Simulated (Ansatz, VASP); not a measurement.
Sb: VASP beside Ansatz

```
Sb
1.0
     3.11757    0.00000    0.00000
     0.00000    3.11757    0.00000
     0.00000    0.00000    3.11757
Sb
1
Direct
  0.00000 0.00000 0.00000
```

Alike in both runs: task single point; functional LDA; k mesh 12 × 12 × 12; occupations fermi-dirac, width 0.1 eV; no spin polarisation.

|  | VASP | Ansatz |
| --- | --- | --- |
| version | VASP 6.6.1 | Ansatz 0.2.0 |
| potentials or method | VASP PAW LDA potentials, release 64 (Sb) | plane waves (420 eV) with PAW, scalar-relativistic |
| plane-wave cutoff (eV) | 520 | 420 |
| valence electrons in the cell | 5 | 15 |

Ansatz gave:

| Quantity | Value |
| --- | --- |
| pressure (GPa) | -4.0 |

**Question.** What did VASP give for the same quantities?

**Answer.** Pressure (GPa): -3.8.

The two sets of potentials don't hold the same shells in valence. Ansatz warned: «pseudo_functional_mismatch».

The runs have no spin-orbit coupling, so splittings on Sb are missing.
